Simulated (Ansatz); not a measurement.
# CuAu (P1) in Ansatz: convergence with smearing width

Aim: find how far smearing width must go before the results for CuAu settle, at PBE. This setting moves, with any that are tied to it; all else stays.

All numbers are computed with Ansatz 0.2.0; they aren't measurements. Logs are shortened: lines on timing, memory, paths and dates and some standing lists are left out, and cuts for length are marked.

### Step 1. The cell of the first run

The typed cell holds 2 atoms: a = 2.811 Å, b = 2.811 Å, c = 3.685 Å, α = 90.00°, β = 90.00°, γ = 90.00°.

The cell isn't the ideal one: atoms moved at random, drawn with an rms of 0.05 Å.

### Step 2. With smearing width 0.3 eV

input.yaml reads:

```yaml
crystal:
  lattice:
    - [2.8107494552, 0.0, 0.0]
    - [0.0, 2.8107494552, 0.0]
    - [0.0, 0.0, 3.685]
  atoms:
    - { symbol: Au, position: [-0.00706, 0.003154, -0.015573] }
    - { symbol: Cu, position: [0.496564, 0.48971, 0.494763] }
hamiltonian:
  xc: pbe
  pseudopotentials: { kind: paw }
kpoints:
  mp_grid: { grid: [7, 7, 5] }
scf:
  occupations: { method: fermi_dirac, width: 0.3 }
output:
  forces: true
  stress: true
  eigenvalues: true
```

Potentials or basis: Ansatz PAW.

The run is started by

```bash
$ ansatz run input.yaml --threads 2 --pin off --max-ram 5632MiB --backend cpu --events-out ev --progress --plain --runs-dir out
```

Log:

```text
Warning: RAYON_NUM_THREADS=2 ignored (pool sized by the plan → 2); use --threads N
band count auto-derived: 24 (N_el = 38.0; filled up to band 19; 23 by the electrons, moments and atoms)
Engine: ansatz 0.2.0, x86_64-unknown-linux-gnu
Pseudopotentials: kind: paw
Pseudopotential: Au, paw, valence charge 19, recommended cutoff 420 eV (normal), Au.paw.azcp
Pseudopotential: Cu, paw, valence charge 19, recommended cutoff 420 eV (normal), Cu.paw.azcp
Functional definition: PBE
  parameter kappa = 0.804
  parameter beta = 0.06672455060314922
  exchange = pbe_x(kappa = kappa, mu = beta*pi^2/3)
  correlation = pbe_c(beta = beta)
Crystal: 2 atoms, lattice volume = 29.113 Å³
Basis set: ecut = 420 eV, 553 PW (Γ), exchange–correlation on 40×40×50 points (8 copies of the dense FFT grid, shifted against one another)
Bands: 24, of which v1, the nominal top of the filled ones, is band 19 counted from 1 (18 counted from 0)
Symmetry: 1 space group operations
Space group: P1 (ITA 1), of the structure as read, at distance tolerance 3.1e-5 Å
k-points: 123 of 245 (time reversal used)
Non-local potential: Au, projectors of the file, l = 0: 3, l = 1: 2, l = 2: 2, l = 3: 1
Non-local potential: Cu, projectors of the file, l = 0: 3, l = 1: 2, l = 2: 3, l = 3: 1
PAW form: soft (Blöchl's): semilocal exchange-correlation on the pseudo side does not see the compensation charge
PAW one-centre angular grid: Au, 590 points (default); XC on 64 Gauss nodes
PAW one-centre angular grid: Cu, 590 points (default); XC on 64 Gauss nodes
Initial density: superposition of atomic densities (neutral atoms: chi_scale 0, normalization atom), corrected by the library's trained network
Initial wavefunctions: pseudopotential atomic-orbital guess
Functional: x = pbe(κ = 0.804, μ = 0.2195149727645171), c = pbe(β = 0.06672455060314922)
SCF iter   1: F=—  HF=-19774.684284 eV  |F-HF|=—  |Δ(HF+E_count)|=         —  Δρ=4.90e-3  dr2=6.04e-3  ethr=1.77e-3  ⟨swp⟩=4.1  Hψ=10626  notcnv=0
preconditioner: auto → Kerker (q_TF=auto, 2.852 Å⁻¹)  [metal: Δε(μ)=0.303 eV  Ē_g=11.972 eV  σ=0.300 eV  W_gap=0.25  n_scr=14 (ndim 8)  ℏωp=32.3 eV  f_vac=0.000  D(μ)=0.53/eV (n_scr^D=2)]
SCF iter   2: F=—  HF=-19774.684135 eV  |F-HF|=—  |Δ(HF+E_count)|=   1.49e-4  Δρ=1.54e-3  dr2=9.09e-4  ethr=1.59e-5  ⟨swp⟩=2.4  Hψ=5593  notcnv=0
SCF iter   3: F=—  HF=-19774.684040 eV  |F-HF|=—  |Δ(HF+E_count)|=   9.50e-5  Δρ=9.17e-4  dr2=3.51e-4  ethr=2.39e-6  ⟨swp⟩=1.1  Hψ=2966  notcnv=0
SCF iter   4: F=—  HF=-19774.683997 eV  |F-HF|=—  |Δ(HF+E_count)|=   4.33e-5  Δρ=2.21e-4  dr2=1.62e-5  ethr=9.23e-7  ⟨swp⟩=1.1  Hψ=2987  notcnv=0
SCF iter   5: F=—  HF=-19774.684013 eV  |F-HF|=—  |Δ(HF+E_count)|=   1.55e-5  Δρ=6.08e-5  dr2=1.52e-6  ethr=4.26e-8  ⟨swp⟩=2.0  Hψ=3709  notcnv=0
SCF iter   6: F=—  HF=-19774.684013 eV  |F-HF|=—  |Δ(HF+E_count)|=   3.81e-7  Δρ=1.75e-5  dr2=1.96e-7  ethr=3.99e-9  ⟨swp⟩=2.0  Hψ=3952  notcnv=0
SCF iter   7: F=-19774.684013 eV  HF=-19774.684013 eV  |F-HF|=7.03e-9  |Δ(HF+E_count)|=   4.95e-8  Δρ=6.63e-6  dr2=1.81e-8  ethr=2.63e-10  ⟨swp⟩=4.3  Hψ=10302  notcnv=0
SCF 1 converged in 7 iterations: F = -19774.684013 eV  dr2 = 1.81e-8
SCF converged after 7 iterations
Free energy (F): -19774.684013 eV
Harris-Foulkes:  -19774.684013 eV  (|F-HF|=7.03e-9)
Internal energy: -19774.509620 eV  (E = F + TS)
E sigma→0 (E₀):  -19774.596816 eV
Entropy (-TS):   -0.174393 eV (-87.196 meV/atom)
Fermi energy:    19.019805 eV
--- Per-component energies (eV) ---
  E_band       = -557.906879
  E_kinetic    = 904.596202
  E_local      = -5898.184740  (includes V_loc(G=0)·N_el)
  E_nonlocal   = 467.785042
  E_hartree    = 2589.448143
  E_xc         = -317.522092
  E_vxc        = -390.782575  (∫ρ·V_xc dr)
  E_paw        = -11373.133625  (= ΣΔE_a)
  E_vpaw       = -820.218190  (= ΣTr[D̂ρ^β])
  E_aug_tail   = 0.001676  (compensation charges beyond the density's cutoff)
  E_ewald      = -6147.500227
  E_smearing   = -0.174393  (= −TS)
  E_closure    = -0.000000  (closes the sum)
  Σ components = -19774.684013   (vs F -19774.684013, Δ=0.00e0)
--- Forces (eV/Å), atoms counted from 1 ---
  atom   1  Au     0.03659010    -0.13507657     0.26897354
  atom   2  Cu    -0.03659126     0.13508085    -0.26896374
  max |Σ_I F_I| component: 9.81e-6 eV/Å
--- Stress (GPa, compression-positive) ---
        5.521538      -0.022976       0.047359
       -0.022976       5.463087      -0.174774
        0.047359      -0.174774       4.583371
  P = ⅓ Tr σ = 5.1893 GPa (51.893 kbar)
--- Band table (eV; the first three rows and the last of 123) ---
  k-point 0: bands = ["-93.3285", "-86.8468", "-50.7194", "-50.7038", "-50.7037", "-38.2712", "-38.2139", "-38.2136", "9.1879", "12.3829", "12.5294", "14.9202", "14.9257", "15.9907", "16.1312", "16.8222", "17.2795", "17.4997", "17.5056", "21.0689", "26.9912", "28.9859", "28.9960", "35.6606"]
  k-point 1: bands = ["-93.3285", "-86.8468", "-50.7195", "-50.7038", "-50.7037", "-38.2732", "-38.2139", "-38.2136", "9.6649", "12.4659", "12.6846", "15.0157", "15.0194", "16.0072", "16.0644", "16.6820", "17.1946", "17.2211", "17.2243", "18.7946", "29.9033", "29.9057", "30.0170", "34.2782"]
  k-point 2: bands = ["-93.3285", "-86.8467", "-50.7196", "-50.7038", "-50.7037", "-38.2763", "-38.2138", "-38.2136", "10.7634", "12.6133", "12.9913", "15.2199", "15.2278", "15.7510", "15.8036", "16.2123", "16.7104", "16.7350", "16.7398", "17.0279", "32.2620", "32.2774", "33.4173", "33.8937"]
  k-point 122: bands = ["-93.3272", "-86.8399", "-50.7206", "-50.7177", "-50.7057", "-38.3609", "-38.2573", "-38.2313", "12.5662", "13.0479", "13.9349", "13.9920", "14.6893", "15.6720", "16.2735", "16.3797", "17.1748", "17.2243", "17.7303", "20.2260", "24.2892", "27.2157", "31.1272", "32.3676"]
```

Run time: 9.5 s. Hardware: 2 threads of Intel Xeon at 2.50GHz (Skylake/Cascade Lake), shared host; peak memory 0.4 GiB.

Results:

```
Free energy            : -19774.6840 eV
Pressure               : 5.2 GPa
Largest force          : 0.303 eV/Å
Band gap on the k mesh : none (metal or under the smearing width)
```

### Step 3. With smearing width 0.2 eV

input.yaml, as its differences from that of step 2:

```diff
@@ -14,3 +14,3 @@
 scf:
-  occupations: { method: fermi_dirac, width: 0.3 }
+  occupations: { method: fermi_dirac, width: 0.2 }
 output:
```

Potentials or basis: Ansatz PAW.

The run is started by

```bash
$ ansatz run input.yaml --threads 2 --pin off --max-ram 5632MiB --backend cpu --events-out ev --progress --plain --runs-dir out
```

Run time: 12 s. Hardware: 2 threads of Intel Xeon at 2.50GHz (Skylake/Cascade Lake), shared host; peak memory 0.4 GiB.

What came out:

```
Free energy            : -19774.6406 eV
Pressure               : 4.8 GPa
Largest force          : 0.304 eV/Å
Band gap on the k mesh : none (metal or under the smearing width)
```

### Step 4. With smearing width 0.15 eV

input.yaml, as its differences from that of step 3:

```diff
@@ -14,3 +14,3 @@
 scf:
-  occupations: { method: fermi_dirac, width: 0.2 }
+  occupations: { method: fermi_dirac, width: 0.15 }
 output:
```

The run is started by

```bash
$ ansatz run input.yaml --threads 2 --pin off --max-ram 5632MiB --backend cpu --events-out ev --progress --plain --runs-dir out
```

It took 11 s on 2 threads of Intel Xeon at 2.50GHz (Skylake/Cascade Lake), shared host; peak memory 0.4 GiB.

Results:

- Free energy: -19774.6278 eV
- Pressure: 4.8 GPa
- Largest force: 0.304 eV/Å
- Band gap on the k mesh: none (metal or under the smearing width)

### Step 5. With smearing width 0.1 eV

input.yaml, as its differences from that of step 4:

```diff
@@ -14,3 +14,3 @@
 scf:
-  occupations: { method: fermi_dirac, width: 0.15 }
+  occupations: { method: fermi_dirac, width: 0.1 }
 output:
```

The run is started by

```bash
$ ansatz run input.yaml --threads 2 --pin off --max-ram 5632MiB --backend cpu --events-out ev --progress --plain --runs-dir out
```

It took 7.8 s on 2 threads of Intel Xeon at 2.50GHz (Skylake/Cascade Lake), shared host; peak memory 0.4 GiB.

Results:

```yaml
Free_energy: -19774.6198 eV
Pressure: 4.7 GPa
Largest_force: 0.304 eV/Å
Band_gap_on_the_k_mesh: none (metal or under the smearing width)
```

### Step 6. With smearing width 0.05 eV

input.yaml, as its differences from that of step 5:

```diff
@@ -14,3 +14,3 @@
 scf:
-  occupations: { method: fermi_dirac, width: 0.1 }
+  occupations: { method: fermi_dirac, width: 0.05 }
 output:
```

Potentials or basis: Ansatz PAW.

The run is started by

```bash
$ ansatz run input.yaml --threads 2 --pin off --max-ram 5632MiB --backend cpu --events-out ev --progress --plain --runs-dir out
```

It took 11 s on 2 threads of Intel Xeon at 2.50GHz (Skylake/Cascade Lake), shared host; peak memory 0.4 GiB.

It converged, with:

* Free energy: -19774.6159 eV
* Pressure: 4.7 GPa
* Largest force: 0.305 eV/Å
* Band gap on the k mesh: none (metal or under the smearing width)

### Step 7. With smearing width 0.025 eV

input.yaml, as its differences from that of step 6:

```diff
@@ -14,3 +14,3 @@
 scf:
-  occupations: { method: fermi_dirac, width: 0.05 }
+  occupations: { method: fermi_dirac, width: 0.025 }
 output:
```

The run is started by

```bash
$ ansatz run input.yaml --threads 2 --pin off --max-ram 5632MiB --backend cpu --events-out ev --progress --plain --runs-dir out
```

Run time: 9.3 s. Hardware: 2 threads of Intel Xeon at 2.50GHz (Skylake/Cascade Lake), shared host; peak memory 0.4 GiB.

It converged, with:

```
Free energy            : -19774.6146 eV
Pressure               : 4.7 GPa
Largest force          : 0.305 eV/Å
Band gap on the k mesh : none (metal or under the smearing width)
```

### Step 8. With smearing width 0.01 eV

input.yaml, as its differences from that of step 7:

```diff
@@ -14,3 +14,3 @@
 scf:
-  occupations: { method: fermi_dirac, width: 0.025 }
+  occupations: { method: fermi_dirac, width: 0.01 }
 output:
```

The run is started by

```bash
$ ansatz run input.yaml --threads 2 --pin off --max-ram 5632MiB --backend cpu --events-out ev --progress --plain --runs-dir out
```

Run time: 12 s. Hardware: 2 threads of Intel Xeon at 2.50GHz (Skylake/Cascade Lake), shared host; peak memory 0.4 GiB.

It converged, with:

| Quantity | Value |
| --- | --- |
| Free energy | -19774.6139 eV |
| Pressure | 4.7 GPa |
| Largest force | 0.305 eV/Å |
| Band gap on the k mesh | none (metal or under the smearing width) |

### Step 9. With smearing width 0.005 eV

input.yaml, as its differences from that of step 8:

```diff
@@ -14,3 +14,3 @@
 scf:
-  occupations: { method: fermi_dirac, width: 0.01 }
+  occupations: { method: fermi_dirac, width: 0.005 }
 output:
```

Potentials or basis: Ansatz PAW.

The run is started by

```bash
$ ansatz run input.yaml --threads 2 --pin off --max-ram 5632MiB --backend cpu --events-out ev --progress --plain --runs-dir out
```

Wall time 11 s (2 threads of Intel Xeon at 2.50GHz (Skylake/Cascade Lake), shared host); peak memory 0.4 GiB.

The run converged. Its results:

* Free energy: -19774.6137 eV
* Pressure: 4.7 GPa
* Largest force: 0.305 eV/Å
* Band gap on the k mesh: none (metal or under the smearing width)

### Step 10. Summary

```
smearing width  energy less the tightest run, at zero smearing (meV/atom)  pressure (GPa)  SCF cycles  CPU time (s)  peak memory (GiB)
        0.3 eV                                                       8.39            5.19           7            12                0.4
        0.2 eV                                                       1.85            4.85           7            14                0.4
       0.15 eV                                                       0.60            4.75           7            13                0.4
        0.1 eV                                                      -0.24            4.69           6            11                0.4
       0.05 eV                                                      -0.46            4.66           6            12                0.4
      0.025 eV                                                      -0.22            4.66           6            12                0.4
       0.01 eV                                                      -0.06            4.66           6            12                0.4
      0.005 eV                                                       0.00            4.66           6            12                0.4
```

Against the tightest run, the energy stays within 1 meV/atom from 0.15 eV on; the pressure stays within 0.1 GPa from 0.15 eV on. Narrower smearing needs a denser k mesh, so at a fixed mesh the narrowest width isn't the most accurate. The tightest run that finished is the yardstick and may itself not be fully converged.
